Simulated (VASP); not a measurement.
# Al2O3 (P-6m2) in VASP: a series of runs

The runs below take Al2O3 through single point, with LDA.

Program: VASP 6.6.1. These are calculated values, not measurements. Logs are shortened: lines on timing, memory, paths and dates and some standing lists are left out, and cuts for length are marked.

## 1. Starting point

The structure is hexagonal, space group P-6m2 (No. 187). The conventional cell has a = 2.884 Å, b = 2.884 Å, c = 9.337 Å, α = 90.00°, β = 90.00°, γ = 120.00°. Al (site symmetry 3m) is surrounded by 3 O at 1.80 Å. O (site symmetry 3m) is surrounded by 3 Al at 1.80 Å. O (site symmetry -6m2) has 6 Al at 2.18 Å as nearest neighbours.

Measurements of this composition are mostly on another form, of space group No. 167.

## 2. Single point, LDA

INCAR reads:

```
ADDGRID = False
ALGO = Normal
EDIFF = 1E-7
ENCUT = 600
GGA = CA
ISIF = 2
ISMEAR = 0
LASPH = True
LCHARG = False
LREAL = False
LWAVE = False
NBANDS = 20
NELM = 100
PREC = Accurate
SIGMA = 0.05
```

KPOINTS reads:

```
k-points
0
Gamma
  8 8 2
```

POSCAR reads:

```
Al2O3
1.0
    2.8843249483      0.0000000000      0.0000000000
   -1.4421624742      2.4978986780      0.0000000000
    0.0000000000      0.0000000000      9.3367544600
Al O
2 3
Direct
    0.0000000000      0.0000000000      0.8500076700
    0.0000000000      0.0000000000      0.1499923300
    0.3333333333      0.6666666667      0.7776830800
    0.6666666667      0.3333333333      0.0000000000
    0.3333333333      0.6666666667      0.2223169200
```

Potentials or basis: VASP PAW LDA potentials, release 64 (Al, O).

Command:

```console
$ cat potpaw_LDA.64/Al/POTCAR potpaw_LDA.64/O/POTCAR > POTCAR
$ mpirun -np 1 vasp_std > vasp.out
```

OUTCAR:

```text
EDIFF = 1E-7
   ENCUT = 600
   GGA = CA
   ISIF = 2
   ISMEAR = 0
   LASPH = True
   LREAL = False
   NELM = 100
   PREC = Accurate

 Found     20 irreducible k-points:

 Following reciprocal coordinates:
            Coordinates               Weight
  0.000000  0.000000  0.000000      1.000000
  0.125000 -0.000000  0.000000      6.000000
  0.250000 -0.000000  0.000000      6.000000
  0.375000  0.000000  0.000000      6.000000
  0.500000 -0.000000  0.000000      3.000000
  0.125000  0.125000  0.000000      6.000000
   k-points           NKPTS =     20   k-points in BZ     NKDIM =     20   number of bands    NBANDS=     20
   number of dos      NEDOS =    301   number of ions     NIONS =      5
   total plane-waves  NPLWV =  46080
   dimension x,y,z NGX =    24 NGY =   24 NGZ =   80
   dimension x,y,z NGXF=    48 NGYF=   48 NGZF=  160
   ions per type =               2   3
   NGX,Y,Z   is equivalent  to a cutoff of  13.83, 13.83, 14.24 a.u.
   NGXF,Y,Z  is equivalent  to a cutoff of  27.67, 27.67, 28.49 a.u.
 SYSTEM =  unknown system
   PREC   = accura    normal or accurate (medium, high low for compatibility)
   ISTART =      0    job   : 0-new  1-cont  2-samecut
   ICHARG =      2    charge: 1-file 2-atom 10-const
   ISPIN  =      1    spin polarized calculation?
   LNONCOLLINEAR =      F non collinear calculations
   LSORBIT =      F    spin-orbit coupling
   LASPH  =      T    aspherical Exc in radial PAW
   ENCUT  =  600.0 eV  44.10 Ry    6.64 a.u.   5.76  5.76 18.65*2*pi/ulx,y,z
   NELM   =    100;   NELMIN=  2; NELMDL= -5     # of ELM steps
   EDIFF  = 0.1E-06   stopping-criterion for ELM
   LREAL  =      F    real-space projection
   EDIFFG = 0.1E-05   stopping-criterion for IOM
   NSW    =      0    number of steps for IOM
   IBRION =     -1    ionic relax: 0-MD 1-quasi-New 2-CG
   NFREE  =      0    steps in history (QN), initial steepest desc. (CG)
   ISIF   =      2    stress and relaxation
   ISYM   =      2    0-nonsym 1-usesym 2-fastsym
   POTIM  = 0.5000    time-step for ionic-motion
   TEBEG  =    0.0;   TEEND  =   0.0 temperature during run
   PSTRESS=    0.0 pullay stress
   NELECT =      24.0000    total number of electrons
   NUPDOWN=      -1.0000    fix difference up-down
   EMIN   =  10.00;   EMAX   =-10.00  energy-range for DOS
   EFERMI =   0.00;   METHOD = LEGACY
   ISMEAR =     0;   SIGMA  =   0.05  broadening in eV -4-tet -1-fermi 0-gaus
   EFERMI_NEDOS =   21; number of points for ismear=-14 and -15
   IALGO  =     38    algorithm
   IMIX   =      4    mixing-type and parameters
     AMIX     =   0.40;   BMIX     =  1.00
     AMIX_MAG =   1.60;   BMIX_MAG =  1.00
  volume/ion in A,a.u.               =      13.45        90.79
  Fermi-wavevector in a.u.,A,eV,Ry     =   1.161111  2.194181 18.343074  1.348178
  Thomas-Fermi vector in A             =   2.297686
   LORBIT       =      0    0 simple, 1 ext, 2 COOP (PROOUT), +10 PAW based schemes
   GGA     = CA    functional components
   LHFCALC =     F    Hartree Fock is set to
   AEXX    =    0.0000 exact exchange contribution
   IVDW    =     0    specifies the selected vdW correction
   LEPSILON=     F    determine dielectric tensor
   LRPA    =     F    only Hartree local field effects (RPA)
 non-spin polarized calculation
 Gauss-broadening in eV      SIGMA  =   0.05
  energy-cutoff  :      600.00
  volume of cell :       67.27
 maximum number of plane-waves:      2260
 NGX is ok and might be reduce to    24
   NGX = 11   NGY = 11   NGZ = 37

 number of electron      23.9999992 magnetization

 Free energy of the ion-electron system (eV)
  ---------------------------------------------------
  ext. energy  EPLUGINS =         0.00000000
  ---------------------------------------------------
  free energy    TOTEN  =       -40.10280967 eV

  energy without entropy =      -40.10280967  energy(sigma->0) =      -40.10280967

 E-fermi :   0.8366     XC(G=0):  -8.8990

 val. band max:        0.5588901135   @ k =   0.1250   0.1250   0.0000
 cond. band min:       5.3031531192   @ k =   0.0000   0.0000   0.0000
 fundamental gap:      4.7442630057
 Fermi energy:         0.8366111225

 k-point     1 :       0.0000    0.0000    0.0000
  band No.  band energies     occupation
      1     -17.9029      2.00000
      2     -16.8476      2.00000
      3     -15.6130      2.00000
      4      -4.4262      2.00000
      5      -1.5494      2.00000
      6      -0.9225      2.00000
[... 12 lines left out ...]
     19      15.1679      0.00000
     20      15.1750      0.00000

 k-point     2 :       0.1250   -0.0000    0.0000
  band No.  band energies     occupation
      1     -17.7089      2.00000
      2     -16.7018      2.00000
      3     -15.5422      2.00000
      4      -4.3232      2.00000
      5      -2.0648      2.00000
      6      -1.4202      2.00000
[... 12 lines left out ...]
     19      13.8997      0.00000
     20      15.0222      0.00000

 k-point     3 :       0.2500   -0.0000    0.0000
  band No.  band energies     occupation
      1     -17.1770      2.00000
      2     -16.3244      2.00000
      3     -15.3924      2.00000
      4      -4.3256      2.00000
      5      -3.5205      2.00000
      6      -2.4788      2.00000
[... 12 lines left out ...]
     19      13.2467      0.00000
     20      13.8958      0.00000

 k-point     4 :       0.3750    0.0000    0.0000
  band No.  band energies     occupation
      1     -16.4810      2.00000
      2     -15.9027      2.00000
      3     -15.3362      2.00000
      4      -4.9298      2.00000
      5      -4.8914      2.00000
      6      -3.4756      2.00000
[... 12 lines left out ...]
     19      13.3726      0.00000
     20      14.4719      0.00000

 k-point     5 :       0.5000   -0.0000    0.0000
  band No.  band energies     occupation
      1     -16.0487      2.00000
      2     -15.7115      2.00000
      3     -15.4319      2.00000
      4      -5.4334      2.00000
      5      -5.2921      2.00000
      6      -3.8609      2.00000
[... 12 lines left out ...]
     19      13.8986      0.00000
     20      14.1910      0.00000

 k-point     6 :       0.1250    0.1250    0.0000
  band No.  band energies     occupation
      1     -17.3452      2.00000
      2     -16.4394      2.00000
      3     -15.4307      2.00000
      4      -4.2523      2.00000
      5      -2.8870      2.00000
      6      -2.4216      2.00000
[... 12 lines left out ...]
     19      13.3231      0.00000
     20      14.0140      0.00000

 [... further k-points ...]
[... 5 lines left out ...]
  --------------------------------------------------------------------------------------
  -------------------------------------------------------------------------------------
  Total       -3.0687310     -3.0687310     -2.1813480      0.0000000      0.0000000      0.0000000
  in kB      -73.0894111    -73.0894111    -51.9541919      0.0000000      0.0000000      0.0000000
  external PRESSURE =     -66.0443381 kB  Pullay stress =       0.0000000 kB

 VOLUME and BASIS-vectors are now :
 -----------------------------------------------------------------------------
  energy-cutoff  :      600.00
  volume of cell :       67.27
      direct lattice vectors                 reciprocal lattice vectors
     2.884324948  0.000000000  0.000000000     0.346701574  0.200168247  0.000000000
    -1.442162474  2.497898678  0.000000000     0.000000000  0.400336494  0.000000000
     0.000000000  0.000000000  9.336754460     0.000000000  0.000000000  0.107103598

 POSITION                                       TOTAL-FORCE (eV/Angst)
 -----------------------------------------------------------------------------------
      0.00000      0.00000      7.93631         0.000000      0.000000     -0.019083
      0.00000      0.00000      1.40044         0.000000     -0.000000      0.019083
     -0.00000      1.66527      7.26104         0.000000     -0.000000      0.501302
      1.44216      0.83263      0.00000        -0.000000      0.000000     -0.000000
     -0.00000      1.66527      2.07572         0.000000      0.000000     -0.501302
 -----------------------------------------------------------------------------------
    total drift:                                0.000000     -0.000000      0.000000

  FREE ENERGIE OF THE ION-ELECTRON SYSTEM (eV)
  ---------------------------------------------------
  free  energy   TOTEN  =       -40.1028096745 eV

  energy  without entropy=      -40.1028096745  energy(sigma->0) =      -40.10280967
```

Run time: 19 s. Hardware: 1 thread of AMD EPYC 9R45 (Zen 5), shared host; peak memory 0.14 GiB.

The run converged, but some of its settings lie outside the range that counts as converged, so its numbers aren't taken as properties of the crystal.

Results:

* Free energy: -40.1028 eV
* Pressure: -6.6 GPa
* Largest force: 0.501 eV/Å
* Band gap on the k mesh: 4.74 eV, indirect (least direct gap 4.99 eV)

## 3. Single point, LDA

Edit INCAR of step 2 so:

```diff
@@ -3,3 +3,3 @@
 EDIFF = 1E-7
-ENCUT = 600
+ENCUT = 400
 GGA = CA
```

KPOINTS reads:

```
k-points
0
Gamma
  9 9 3
```

POSCAR is that of step 2.

Potentials or basis: VASP PAW LDA potentials, release 64 (Al, O).

Command:

```console
$ cat potpaw_LDA.64/Al/POTCAR potpaw_LDA.64/O/POTCAR > POTCAR
$ mpirun -np 1 vasp_std > vasp.out
```

Wall time 12 s (1 thread of AMD EPYC 9R45 (Zen 5), shared host); peak memory 0.11 GiB.

The run converged, but some of its settings lie outside the range that counts as converged, so its numbers aren't taken as properties of the crystal.

Results:

```yaml
Free_energy: -40.1656 eV
Largest_force: 0.488 eV/Å
Band_gap_on_the_k_mesh: 4.73 eV, indirect (least direct gap 5.00 eV)
```

Caveat: the cutoff is under 1.25 times the usual one of these potentials, so pressure, stress and relaxed cells hold a basis-set (Pulay) error; an odd mesh through Γ misses points on the zone boundary, where band edges often lie.

## 4. Single point, LDA

Edit INCAR of step 3 so:

```diff
@@ -6,3 +6,3 @@
 ISIF = 2
-ISMEAR = 0
+ISMEAR = -5
 LASPH = True
```

KPOINTS reads:

```
k-points
0
Gamma
  11 11 3
```

POSCAR is that of step 3.

Command:

```console
$ cat potpaw_LDA.64/Al/POTCAR potpaw_LDA.64/O/POTCAR > POTCAR
$ mpirun -np 1 vasp_std > vasp.out
```

Run time: 17 s. Hardware: 1 thread of AMD EPYC 9R45 (Zen 5), shared host; peak memory 0.11 GiB.

The run converged, but some of its settings lie outside the range that counts as converged, so its numbers aren't taken as properties of the crystal.

Results:

```
Free energy            : -40.1647 eV
Largest force          : 0.488 eV/Å
Band gap on the k mesh : 4.74 eV, indirect (least direct gap 5.00 eV)
```

Caveat: the cutoff is under 1.25 times the usual one of these potentials, so pressure, stress and relaxed cells hold a basis-set (Pulay) error; an odd mesh through Γ misses points on the zone boundary, where band edges often lie.

## 5. Single point, LDA

INCAR reads:

```
ADDGRID = False
ALGO = Normal
EDIFF = 1E-7
ENCUT = 500
GGA = CA
ISIF = 2
ISMEAR = 0
LASPH = True
LCHARG = False
LREAL = False
LWAVE = False
NBANDS = 20
NELM = 100
PREC = Low
SIGMA = 0.05
```

KPOINTS is that of step 4.

POSCAR is that of step 4.

Command:

```console
$ cat potpaw_LDA.64/Al/POTCAR potpaw_LDA.64/O/POTCAR > POTCAR
$ mpirun -np 1 vasp_std > vasp.out
```

Wall time 13 s (1 thread of AMD EPYC 9R45 (Zen 5), shared host); peak memory 0.1 GiB.

The run converged, but some of its settings lie outside the range that counts as converged, so its numbers aren't taken as properties of the crystal.

Results:

| Property | Result |
| --- | --- |
| Free energy | -40.0987 eV |
| Pressure | -6.4 GPa |
| Largest force | 0.499 eV/Å |
| Band gap on the k mesh | 4.74 eV, indirect (least direct gap 4.99 eV) |

Caveat: an odd mesh through Γ misses points on the zone boundary, where band edges often lie.

## 6. Single point, LDA

Edit INCAR of step 5 so:

```diff
@@ -9,3 +9,3 @@
 LCHARG = False
-LREAL = False
+LREAL = Auto
 LWAVE = False
@@ -13,3 +13,3 @@
 NELM = 100
-PREC = Low
+PREC = Accurate
 SIGMA = 0.05
```

KPOINTS is that of step 5.

POSCAR is that of step 5.

Potentials or basis: VASP PAW LDA potentials, release 64 (Al, O).

Command:

```console
$ cat potpaw_LDA.64/Al/POTCAR potpaw_LDA.64/O/POTCAR > POTCAR
$ mpirun -np 1 vasp_std > vasp.out
```

Wall time 41 s (1 thread of AMD EPYC 9R45 (Zen 5), shared host); peak memory 0.13 GiB.

These settings aren't checked as converged: the numbers below hold their error.

Results:

```
Free energy            : -40.0967 eV
Pressure               : -6.5 GPa
Largest force          : 0.497 eV/Å
Band gap on the k mesh : 4.74 eV, indirect (least direct gap 4.99 eV)
```

Caveat: an odd mesh through Γ misses points on the zone boundary, where band edges often lie.

## 7. For comparison

An earlier run on the cell as given: functional PBE; potentials or basis VASP PAW PBE potentials, release 64 (Al, O); cutoff 520 eV; k mesh 11 × 11 × 3; occupations fermi-dirac, width 0.05 eV; no spin polarisation.

* Pressure: 0.1 GPa
* Largest force: 0.012 eV/Å
* Band gap on the k mesh: 4.77 eV, indirect (least direct gap 5.01 eV)
